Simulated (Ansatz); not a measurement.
# BAs: from a guess to a relaxed structure, part 2 of 2

The task: take a trial cell of BAs to zero force and stress.

Ansatz 0.2.0; DFT PBE, scalar-relativistic, plane waves, PAW. The steps go on from the part before.

### 4 Relaxation on the finer mesh

The end of the coarse run is made exact in the group found at a tolerance of 0.06 Å and reduced to its primitive cell.

Contents of input.yaml:

```yaml
crystal:
  lattice:
    - [2.9480918498, 0.0, 0.0]
    - [0.0, 2.9480918498, 0.0]
    - [0.0, 0.0, 2.9480918498]
  atoms:
    - { symbol: B, position: [0.5, 0.5, 0.5] }
    - { symbol: As, position: [0.0, 0.0, 0.0] }
basis:
  ecutwfc: 420
kpoints:
  mp_grid: { grid: [18, 18, 18] }
hamiltonian:
  xc: pbe
scf:
  occupations: { method: gaussian, width: 0.1 }
output:
  forces: true
  stress: true
  eigenvalues: true
  write_density: true
  write_potential: true
  elf: true
  volumetric_format: npy
relax:
  adjacent_minimum: "off"
  f_tol: 0.01
  max_steps: 80
  cell: { stress_tol: 0.05 }
```

Started as:

```
$ ansatz run input.yaml --threads 1 --pin off --max-ram 2560MiB --backend cpu --events-out ev --progress --plain --runs-dir out
```

The log of the run:

```text
Warning: RAYON_NUM_THREADS=1 ignored (pool sized by the plan → 1); use --threads N
Engine: ansatz 0.2.0, x86_64-unknown-linux-gnu
Pseudopotentials: kind: paw
Pseudopotential: B, paw, valence charge 3, recommended cutoff 420 eV (normal), B.paw.azcp
Pseudopotential: As, paw, valence charge 15, recommended cutoff 420 eV (normal), As.paw.azcp
Functional definition: PBE
  parameter kappa = 0.804
  parameter beta = 0.06672455060314922
  exchange = pbe_x(kappa = kappa, mu = beta*pi^2/3)
  correlation = pbe_c(beta = beta)
Crystal: 2 atoms, lattice volume = 25.623 Å³
Basis set: ecut = 420 eV, 485 PW (Γ), exchange–correlation on 40×40×40 points (8 copies of the dense FFT grid, shifted against one another)
Bands: 13, of which v1, the nominal top of the filled ones, is band 9 counted from 1 (8 counted from 0)
Symmetry: 48 space group operations
Space group: Pm-3m (ITA 221), of the structure as read, at distance tolerance 2.9e-5 Å
k-points: 220 of 5832
Non-local potential: B, projectors of the file, l = 0: 2, l = 1: 2, l = 2: 1
Non-local potential: As, projectors of the file, l = 0: 2, l = 1: 2, l = 2: 3, l = 3: 1
PAW form: soft (Blöchl's): semilocal exchange-correlation on the pseudo side does not see the compensation charge
PAW one-centre angular grid: B, 110 points (default); XC on 64 Gauss nodes
PAW one-centre angular grid: As, 590 points (default); XC on 64 Gauss nodes
Initial density: superposition of atomic densities (neutral atoms: chi_scale 0, normalization atom), corrected by the library's trained network
Initial wavefunctions: pseudopotential atomic-orbital guess
Functional: x = pbe(κ = 0.804, μ = 0.2195149727645171), c = pbe(β = 0.06672455060314922)
SCF iter   1: F=—  HF=-5009.023355 eV  |F-HF|=—  |Δ(HF+E_count)|=         —  Δρ=3.51e-3  dr2=5.43e-3  ethr=1.77e-3  ⟨swp⟩=5.0  Hψ=32767  notcnv=0  defer=30
automatic band count: the SCF goes on with 17 bands, as 13 were too few: the levels above may hold too much charge
preconditioner: auto → none  [metal: Δε(μ)=0.036 eV  Ē_g=15.508 eV  σ=0.100 eV  W_gap=0.20  n_scr=6 (ndim 8)  ℏωp=20.7 eV  f_vac=0.000  D(μ)=0.96/eV (n_scr^D=6)  sad-step TF]
SCF iter   2: F=—  HF=-5009.022616 eV  |F-HF|=—  |Δ(HF+E_count)|=   7.40e-4  Δρ=2.54e-3  dr2=2.89e-3  ethr=3.02e-5  ⟨swp⟩=1.0  Hψ=5500  notcnv=0  defer=38
SCF iter   3: F=—  HF=-5009.021971 eV  |F-HF|=—  |Δ(HF+E_count)|=   6.45e-4  Δρ=8.24e-4  dr2=3.33e-4  ethr=1.61e-5  ⟨swp⟩=1.4  Hψ=3784  notcnv=0  defer=38
SCF iter   4: F=—  HF=-5009.021808 eV  |F-HF|=—  |Δ(HF+E_count)|=   1.63e-4  Δρ=2.41e-4  dr2=9.67e-6  ethr=1.85e-6  ⟨swp⟩=2.2  Hψ=4942  notcnv=0  defer=38
SCF iter   5: F=—  HF=-5009.021819 eV  |F-HF|=—  |Δ(HF+E_count)|=   1.12e-5  Δρ=5.60e-5  dr2=1.28e-6  ethr=5.37e-8  ⟨swp⟩=2.0  Hψ=5125  notcnv=0  defer=38
SCF iter   6: F=-5009.021818 eV  HF=-5009.021818 eV  |F-HF|=1.37e-7  |Δ(HF+E_count)|=   8.76e-7  Δρ=1.36e-5  dr2=7.26e-8  ethr=5.56e-10  ⟨swp⟩=8.2  Hψ=22089  notcnv=0
SCF 1 converged in 6 iterations: F = -5009.021818 eV  dr2 = 7.26e-8
relax step   1: F+E_penalty+E_count = -5009.02181797 eV  Δ(F+E_penalty+E_count) = +0.000e0 eV  max|allowed force component| = 3.287e-31 eV/Å  Δτ_max = 0.0000 Å  P = -1.431 GPa  Ω = 25.623 Å³  (6 SCF iters, dr2 threshold 1.00e-7 eV, accepted)
Crystal: 2 atoms, lattice volume = 25.209 Å³
Bands: 17, of which v1, the nominal top of the filled ones, is band 9 counted from 1 (8 counted from 0)
Initial density: handed on by an earlier stage of this run
Initial wavefunctions: those handed on with the density
iter 1 solved again at ethr=2.78e-6 eV; its pass at ethr=3.10e-3 eV (dr2=5.00e-4 eV) is discarded
SCF iter   1: F=—  HF=-5009.023771 eV  |F-HF|=—  |Δ(HF+E_count)|=         —  Δρ=1.12e-3  dr2=5.07e-4  ethr=2.78e-6  ⟨swp⟩=1.9  Hψ=20400  notcnv=0
preconditioner: auto → none  [metal: Δε(μ)=0.026 eV  Ē_g=15.653 eV  σ=0.100 eV  W_gap=0.15  n_scr=6 (ndim 8)  ℏωp=20.9 eV  f_vac=0.000  D(μ)=0.91/eV (n_scr^D=6)]
SCF iter   2: F=—  HF=-5009.023651 eV  |F-HF|=—  |Δ(HF+E_count)|=   1.20e-4  Δρ=4.96e-4  dr2=9.86e-5  ethr=2.78e-6  ⟨swp⟩=1.0  Hψ=3740  notcnv=0
SCF iter   3: F=—  HF=-5009.023629 eV  |F-HF|=—  |Δ(HF+E_count)|=   2.11e-5  Δρ=3.15e-5  dr2=9.30e-8  ethr=5.48e-7  ⟨swp⟩=1.1  Hψ=3774  notcnv=0
iter 4 did not close the SCF: its close was put off for the readings that it lacked (scf_convergence_deferred on its scf_iter line)
SCF iter   4: F=-5009.023630 eV  HF=-5009.023630 eV  |F-HF|=7.94e-9  |Δ(HF+E_count)|=   1.50e-7  Δρ=2.80e-6  dr2=1.36e-9  ethr=5.17e-10  ⟨swp⟩=2.2  Hψ=5317  notcnv=0
iter 5 did not close the SCF: its close was put off for the readings that it lacked (scf_convergence_deferred on its scf_iter line)
SCF iter   5: F=-5009.023630 eV  HF=-5009.023630 eV  |F-HF|=4.09e-11  |Δ(HF+E_count)|=   3.39e-9  Δρ=1.09e-6  dr2=1.13e-10  ethr=7.54e-12  ⟨swp⟩=2.0  Hψ=5740  notcnv=0
SCF iter   6: F=-5009.023630 eV  HF=-5009.023630 eV  |F-HF|=1.27e-11  |Δ(HF+E_count)|=  5.91e-11  Δρ=3.44e-7  dr2=8.52e-12  ethr=1.00e-12  ⟨swp⟩=3.4  Hψ=14122  notcnv=0
SCF 2 converged in 6 iterations: F = -5009.023630 eV  dr2 = 8.52e-12
relax step   2: F+E_penalty+E_count = -5009.02362965 eV  Δ(F+E_penalty+E_count) = -1.812e-3 eV  max|allowed force component| = 4.602e-31 eV/Å  Δτ_max = 0.0000 Å  P = +0.240 GPa  Ω = 25.209 Å³  energy of the carried Pulay correction = +2.363e-4 eV  (6 SCF iters, dr2 threshold 2.00e-7 eV, accepted)
Crystal: 2 atoms, lattice volume = 25.268 Å³
iter 1 solved again at ethr=5.76e-8 eV; its pass at ethr=3.10e-3 eV (dr2=1.04e-5 eV) is discarded
SCF iter   1: F=—  HF=-5009.023635 eV  |F-HF|=—  |Δ(HF+E_count)|=         —  Δρ=1.61e-4  dr2=1.05e-5  ethr=5.76e-8  ⟨swp⟩=1.9  Hψ=18957  notcnv=0
preconditioner: auto → none  [metal: Δε(μ)=0.028 eV  Ē_g=15.633 eV  σ=0.100 eV  W_gap=0.16  n_scr=6 (ndim 8)  ℏωp=20.9 eV  f_vac=0.000  D(μ)=0.92/eV (n_scr^D=6)]
SCF iter   2: F=—  HF=-5009.023639 eV  |F-HF|=—  |Δ(HF+E_count)|=   4.40e-6  Δρ=7.15e-5  dr2=2.06e-6  ethr=5.76e-8  ⟨swp⟩=1.0  Hψ=3740  notcnv=0
iter 3 did not close the SCF: its close was put off for the readings that it lacked (scf_convergence_deferred on its scf_iter line)
SCF iter   3: F=-5009.023638 eV  HF=-5009.023638 eV  |F-HF|=1.94e-9  |Δ(HF+E_count)|=   5.85e-7  Δρ=4.63e-6  dr2=2.05e-9  ethr=1.14e-8  ⟨swp⟩=1.1  Hψ=3771  notcnv=0
iter 4 did not close the SCF: its close was put off for the readings that it lacked (scf_convergence_deferred on its scf_iter line)
SCF iter   4: F=-5009.023638 eV  HF=-5009.023638 eV  |F-HF|=6.18e-10  |Δ(HF+E_count)|=   2.95e-9  Δρ=9.09e-7  dr2=1.56e-10  ethr=1.14e-11  ⟨swp⟩=2.0  Hψ=5749  notcnv=0
iter 5 did not close the SCF: its close was put off for the readings that it lacked (scf_convergence_deferred on its scf_iter line)
SCF iter   5: F=-5009.023638 eV  HF=-5009.023638 eV  |F-HF|=5.46e-12  |Δ(HF+E_count)|=  2.36e-10  Δρ=2.17e-7  dr2=3.68e-12  ethr=1.00e-12  ⟨swp⟩=2.0  Hψ=5734  notcnv=0
SCF iter   6: F=-5009.023638 eV  HF=-5009.023638 eV  |F-HF|=0.00e0  |Δ(HF+E_count)|=  5.46e-12  Δρ=3.37e-8  dr2=1.08e-13  ethr=1.00e-12  ⟨swp⟩=3.0  Hψ=12324  notcnv=0
SCF 3 converged in 6 iterations: F = -5009.023638 eV  dr2 = 1.08e-13
relax step   3: F+E_penalty+E_count = -5009.02363842 eV  Δ(F+E_penalty+E_count) = -8.770e-6 eV  max|allowed force component| = 2.054e-31 eV/Å  Δτ_max = 0.0000 Å  P = -0.007 GPa  Ω = 25.268 Å³  energy of the carried Pulay correction = +2.026e-4 eV  (6 SCF iters, dr2 threshold 1.44e-7 eV, accepted)
Initial wavefunctions: pseudopotential atomic-orbital guess (no wavefunctions were taken with the density)
iter 1 solved again at ethr=2.46e-8 eV; its pass at ethr=3.10e-3 eV (dr2=4.43e-6 eV) is discarded
SCF iter   1: F=—  HF=-5009.023441 eV  |F-HF|=—  |Δ(HF+E_count)|=         —  Δρ=1.80e-5  dr2=1.19e-8  ethr=2.46e-8  ⟨swp⟩=2.9  Hψ=26883  notcnv=0
preconditioner: auto → none  [metal: Δε(μ)=0.029 eV  Ē_g=15.633 eV  σ=0.100 eV  W_gap=0.16  n_scr=6 (ndim 8)  ℏωp=20.9 eV  f_vac=0.000  D(μ)=0.92/eV (n_scr^D=6)]
SCF iter   2: F=—  HF=-5009.023448 eV  |F-HF|=—  |Δ(HF+E_count)|=   7.02e-6  Δρ=9.72e-6  dr2=4.35e-9  ethr=6.60e-11  ⟨swp⟩=2.0  Hψ=5754  notcnv=0
SCF iter   3: F=—  HF=-5009.023448 eV  |F-HF|=—  |Δ(HF+E_count)|=   1.72e-8  Δρ=2.91e-6  dr2=3.29e-10  ethr=2.42e-11  ⟨swp⟩=2.0  Hψ=4634  notcnv=0
iter 4 did not close the SCF: its close was put off for the readings that it lacked (scf_convergence_deferred on its scf_iter line)
SCF iter   4: F=-5009.023448 eV  HF=-5009.023448 eV  |F-HF|=9.09e-12  |Δ(HF+E_count)|=   1.76e-9  Δρ=3.26e-7  dr2=1.00e-11  ethr=1.83e-12  ⟨swp⟩=2.6  Hψ=5635  notcnv=0
iter 5 did not close the SCF: its close was put off for the readings that it lacked (scf_convergence_deferred on its scf_iter line)
SCF iter   5: F=-5009.023448 eV  HF=-5009.023448 eV  |F-HF|=1.82e-12  |Δ(HF+E_count)|=  1.09e-11  Δρ=1.72e-8  dr2=5.94e-14  ethr=1.00e-12  ⟨swp⟩=1.0  Hψ=3740  notcnv=0
iter 6 did not close the SCF: its close was put off for the readings that it lacked (scf_convergence_deferred on its scf_iter line)
SCF iter   6: F=-5009.023448 eV  HF=-5009.023448 eV  |F-HF|=1.82e-12  |Δ(HF+E_count)|=    0.00e0  Δρ=1.89e-9  dr2=1.84e-16  ethr=1.00e-12  ⟨swp⟩=1.0  Hψ=3740  notcnv=0
iter 7 did not close the SCF: its close was put off for the readings that it lacked (scf_convergence_deferred on its scf_iter line)
SCF iter   7: F=-5009.023448 eV  HF=-5009.023448 eV  |F-HF|=9.09e-13  |Δ(HF+E_count)|=    0.00e0  Δρ=5.03e-10  dr2=1.89e-17  ethr=1.00e-12  ⟨swp⟩=1.0  Hψ=3740  notcnv=0
SCF iter   8: F=-5009.023448 eV  HF=-5009.023448 eV  |F-HF|=9.09e-13  |Δ(HF+E_count)|=  9.09e-13  Δρ=4.17e-11  dr2=1.93e-19  ethr=1.00e-12  ⟨swp⟩=1.7  Hψ=8706  notcnv=0
SCF 4 converged in 8 iterations: F = -5009.023448 eV  dr2 = 1.93e-19
relax step   4: F+E_penalty+E_count = -5009.02344827 eV  Δ(F+E_penalty+E_count) = +1.901e-4 eV  max|allowed force component| = 1.397e-31 eV/Å  Δτ_max = 0.0000 Å  P = -0.015 GPa  Ω = 25.268 Å³  stress off target by 1.55e-2 GPa  SCF on the basis re-selected at this cell (its energy is not comparable with the rows above)  (8 SCF iters)
basis re-selected at this cell: Δ(F+E_penalty+E_count) = +1.901e-4 eV, ΔP = -0.008 GPa vs the last step (what re-selecting the basis moved, of the pressure what is left beyond the Pulay correction that the steps carried, after the strain that the cell walked since its last selection, with what the two solves' SCF thresholds leave and, on support functions, any second-order correction that the steps lacked; it is no measure of the basis error at this ecutwfc). This SCF's stress stands 1.55e-2 GPa from its target on what of the cell is left free (relax.cell.stress_tol is 5.00e-2 GPa) and its largest allowed force component is 1.40e-31 eV/Å (relax.f_tol is 1.00e-2 eV/Å): within both
SCF converged after 8 iterations
Free energy (F): -5009.023448 eV
Harris-Foulkes:  -5009.023448 eV  (|F-HF|=9.09e-13)
Internal energy: -5009.018857 eV  (E = F + TS)
E sigma→0 (E₀):  -5009.021153 eV
Entropy (-TS):   -0.004591 eV (-2.295 meV/atom)
Fermi energy:    12.689405 eV
--- Per-component energies (eV) ---
  E_band       = -184.089273
  E_kinetic    = 142.998762
  E_local      = -1547.854710  (includes V_loc(G=0)·N_el)
  E_nonlocal   = -656.313533
  E_hartree    = 881.191405
  E_xc         = -109.806773
  E_vxc        = -115.439183  (∫ρ·V_xc dr)
  E_paw        = -1913.145974  (= ΣΔE_a)
  E_vpaw       = 230.136575  (= ΣTr[D̂ρ^β])
  E_aug_tail   = 0.000007  (compensation charges beyond the density's cutoff)
  E_ewald      = -1806.088041
  E_smearing   = -0.004591  (= −TS)
  E_closure    = -0.000000  (closes the sum)
  Σ components = -5009.023448   (vs F -5009.023448, Δ=0.00e0)
--- Forces (eV/Å), atoms counted from 1 ---
  atom   1  B     -0.00000000    -0.00000000    -0.00000000
  atom   2  As    -0.00000000     0.00000000    -0.00000000
  max |Σ_I F_I| component: 3.12e-31 eV/Å
--- Stress (GPa, compression-positive) ---
       -0.015453       0.000000      -0.000000
        0.000000      -0.015453      -0.000000
       -0.000000      -0.000000      -0.015453
  P = ⅓ Tr σ = -0.0155 GPa (-0.155 kbar)
--- Band table (eV; the first three rows and the last of 220) ---
  k-point 0: bands = ["-23.6798", "-23.6798", "-23.6311", "-23.6311", "-23.6311", "-3.1585", "11.7377", "11.7377", "11.7377", "12.3261", "18.2755", "18.2755", "21.8890", "21.8890", "21.8890", "31.9897", "31.9897"]
  k-point 1: bands = ["-23.6798", "-23.6786", "-23.6315", "-23.6315", "-23.6311", "-3.1097", "10.9121", "11.7880", "11.7880", "12.8644", "18.3259", "18.6627", "21.7599", "21.7599", "21.7872", "31.7429", "31.7429"]
  k-point 2: bands = ["-23.6796", "-23.6749", "-23.6326", "-23.6326", "-23.6310", "-2.9637", "9.6779", "11.9382", "11.9382", "13.3682", "18.4767", "19.6332", "21.3832", "21.3832", "21.5614", "31.3083", "31.3083"]
  k-point 219: bands = ["-23.6572", "-23.6572", "-23.6572", "-23.6140", "-23.6140", "5.2716", "9.5296", "9.5296", "9.5296", "10.0139", "10.6183", "10.6183", "10.6183", "32.2922", "32.2922", "32.2922", "40.9296"]
--- Relaxed structure (3 steps of the walk, 3 accepted, 1 SCFs on fresh bases) ---
  F+E_penalty+E_count = -5009.02344827 eV   max|allowed force component| = 1.397e-31 eV/Å   (the final SCF, on the basis selected at the relaxed cell)
  cell:  # Å, volume = 25.2675 Å³
    - [2.9344100067839594, 2.5679065925163143e-34, -1.2839532962581572e-34]
    - [2.5679065925163143e-34, 2.9344100067839594, 2.246918268451775e-34]
    - [1.2839532962581572e-34, 2.246918268451775e-34, 2.9344100067839594]
  atoms:
    - { symbol: B, position: [0.5, 0.5, 0.5] }
    - { symbol: As, position: [2.1776005661852546e-35, 6.805001769336259e-37, -4.0830010615974616e-36] }
```

Wall time 83 s (1 thread of Intel Xeon at 2.50GHz (Skylake/Cascade Lake), shared host); peak memory 0.41 GiB.

Relaxation path:

```csv
step,E - E(step 1) (eV/cell),largest force component (eV/Å),pressure (GPa),volume (Å³)
1,0.0000,0.0000,-1.43,25.62
2,-0.0018,0.0000,0.24,25.21
3,-0.0018,0.0000,-0.01,25.27
4,-0.0016,0.0000,-0.02,25.27
```

Step 1 is the start. Step 4 repeats the geometry before it on a plane-wave basis chosen anew for that cell, so its energy need not be comparable with the rows above.

|  | before | after | change |
| --- | --- | --- | --- |
| a (Å) | 2.948 | 2.934 | -0.5 % |
| b (Å) | 2.948 | 2.934 | -0.5 % |
| c (Å) | 2.948 | 2.934 | -0.5 % |
| volume (Å³/atom) | 12.81 | 12.63 | -1.4 % |
| shortest distance (Å) | 2.553 | 2.541 | -0.5 % |
| space group (0.01 Å) | Pm-3m | Pm-3m | same |

Forces and stress were held to the start's 48 operations: a distortion of lower symmetry was not tested.

Density in a lattice plane of the grid's cell (edges 2.93 and 2.93 Å, at 0.000 of the third edge), which holds As.

Values in e/Å³, 12 rows by 12 columns:
```
22.17 14.65  5.12  1.24  0.43  0.26  0.21  0.26  0.43  1.24  5.12 14.65
 7.49  5.12  2.07  0.73  0.36  0.23  0.20  0.23  0.36  0.73  2.07  5.12
 1.61  1.24  0.73  0.43  0.28  0.20  0.18  0.20  0.28  0.43  0.73  1.24
 0.46  0.43  0.36  0.28  0.21  0.18  0.16  0.18  0.21  0.28  0.36  0.43
 0.27  0.26  0.23  0.20  0.18  0.16  0.15  0.16  0.18  0.20  0.23  0.26
 0.22  0.21  0.20  0.18  0.16  0.15  0.15  0.15  0.16  0.18  0.20  0.21
 0.27  0.26  0.23  0.20  0.18  0.16  0.15  0.16  0.18  0.20  0.23  0.26
 0.46  0.43  0.36  0.28  0.21  0.18  0.16  0.18  0.21  0.28  0.36  0.43
 1.61  1.24  0.73  0.43  0.28  0.20  0.18  0.20  0.28  0.43  0.73  1.24
 7.49  5.12  2.07  0.73  0.36  0.23  0.20  0.23  0.36  0.73  2.07  5.12
22.17 14.65  5.12  1.24  0.43  0.26  0.21  0.26  0.43  1.24  5.12 14.65
33.84 22.17  7.49  1.61  0.46  0.27  0.22  0.27  0.46  1.61  7.49 22.17
```
Columns run along the first of these edges and rows up along the second, over one cell in 12 and 12 even steps from the bottom left corner. Atoms in the plane (fractional): As at (0.00, 1.00).

ELF in the same plane.

Ten even steps from '0' (0.15) to '9' (0.61):
```
322368998532123589986322
223579997531113579997532
445789987531113578998754
788999986421112468999988
999999865321112356899999
998887654210001245678889
777665432110001123456677
444433221000000012233444
222221110000000001112222
111111100000000000111111
222221110000000001112222
444433221000000012233444
777665432110001123456677
998887654210001245678889
999999865321112356899999
788999986421112468999988
445789987531113578998754
223579997531113579997532
322368998532123589986322
742258998632123689985224
```
Columns run along the first of these edges and rows up along the second, over one cell in 24 and 20 even steps from the bottom left corner. Atoms in the plane (fractional): As at (0.00, 1.00).

Both are smooth fields of the valence electrons: close to the nuclei they are not physical.

Maxima of ELF outside the ion cores: 0.75 in the shell around B, 0.8 Å from B; 0.63 in the shell around As, 0.8 Å from As.

### 5 Variant: occupations.width 0.2

Contents of input.yaml:

```yaml
crystal:
  lattice:
    - [2.9344100068, 0.0, 0.0]
    - [0.0, 2.9344100068, 0.0]
    - [0.0, 0.0, 2.9344100068]
  atoms:
    - { symbol: B, position: [0.5, 0.5, 0.5] }
    - { symbol: As, position: [0.0, 0.0, 0.0] }
basis:
  ecutwfc: 420
kpoints:
  mp_grid: { grid: [18, 18, 18] }
hamiltonian:
  xc: pbe
scf:
  occupations: { method: gaussian, width: 0.2 }
output:
  forces: true
  eigenvalues: true
  stress: true
```

Started as:

```
$ ansatz run input.yaml --threads 1 --pin off --max-ram 2560MiB --backend cpu --events-out ev --progress --plain --runs-dir out
```

The log of the run (excerpt; [...] marks lines left out):

```text
Warning: RAYON_NUM_THREADS=1 ignored (pool sized by the plan → 1); use --threads N
[...]
[... 4 set-up lines as earlier in the session ...]
[...]
Crystal: 2 atoms, lattice volume = 25.268 Å³
Basis set: ecut = 420 eV, 485 PW (Γ), exchange–correlation on 40×40×40 points (8 copies of the dense FFT grid, shifted against one another)
Bands: 13, of which v1, the nominal top of the filled ones, is band 9 counted from 1 (8 counted from 0)
[... 2 set-up lines as earlier in the session ...]
k-points: 220 of 5832
[...]
SCF iter   1: F=—  HF=-5009.031565 eV  |F-HF|=—  |Δ(HF+E_count)|=         —  Δρ=3.33e-3  dr2=4.71e-3  ethr=1.77e-3  ⟨swp⟩=5.0  Hψ=32295  notcnv=0  defer=4
[...]
SCF iter   6: F=-5009.030222 eV  HF=-5009.030222 eV  |F-HF|=1.36e-7  |Δ(HF+E_count)|=   6.22e-7  Δρ=1.43e-5  dr2=7.25e-8  ethr=5.56e-10  ⟨swp⟩=5.5  Hψ=16911  notcnv=0
[...]
SCF converged after 6 iterations
Free energy (F): -5009.030222 eV
[...]
E sigma→0 (E₀):  -5009.021464 eV
Entropy (-TS):   -0.017515 eV (-8.757 meV/atom)
Fermi energy:    12.678511 eV
[...]
--- Forces (eV/Å), atoms counted from 1 ---
  atom   1  B      0.00000000    -0.00000000     0.00000000
  atom   2  As    -0.00000000     0.00000000    -0.00000000
[...]
--- Stress (GPa, compression-positive) ---
        0.067669      -0.000000       0.000000
        0.000000       0.067669       0.000000
        0.000000       0.000000       0.067669
  P = ⅓ Tr σ = 0.0677 GPa (0.677 kbar)
--- Band table (eV; the first three rows and the last of 220) ---
  k-point 0: bands = ["-23.6812", "-23.6812", "-23.6324", "-23.6324", "-23.6324", "-3.1589", "11.7384", "11.7384", "11.7384", "12.3274", "18.2752", "18.2752", "21.8902", "21.8902", "21.8902", "31.9897", "31.9897"]
[...]
```

Run time: 17 s. Hardware: 1 thread of Intel Xeon at 2.50GHz (Skylake/Cascade Lake), shared host; peak memory 0.38 GiB.

```csv
run,ending,energy change,pressure (GPa),gap (eV),force (eV/Å),cycles,time
step 4,converged,0,0.0,0.00,0.00,-,83 s
variant,converged,-0.2 meV/atom (σ→0),0.1,0.00,0.00,6,17 s
```

Changing the smearing hardly moves the energy: -0.2 meV/atom.

### 6 Summary of results

This closing draws on all 2 parts. Changes of volume or cell count from the first structure of part 1.

```
                              quantity                                                                      value
symmetry at the end (tolerance 0.05 Å)                                                space group Pm-3m (No. 221)
                     conventional cell  a = 2.934 Å, b = 2.934 Å, c = 2.934 Å, α = 90.00°, β = 90.00°, γ = 90.00°
                                volume                                                              12.63 Å³/atom
              energy over the elements                                                              +1.51 eV/atom
                       gap on the mesh                                                               none (metal)
```

The space group Pm-3m (No. 221) is kept, and the volume per atom shrinks by 21.5 % from the first guess. The formation energy is positive, so the separate elements lie lower. No finished test with a distortion of lower symmetry is shown, so the end may be a saddle point.
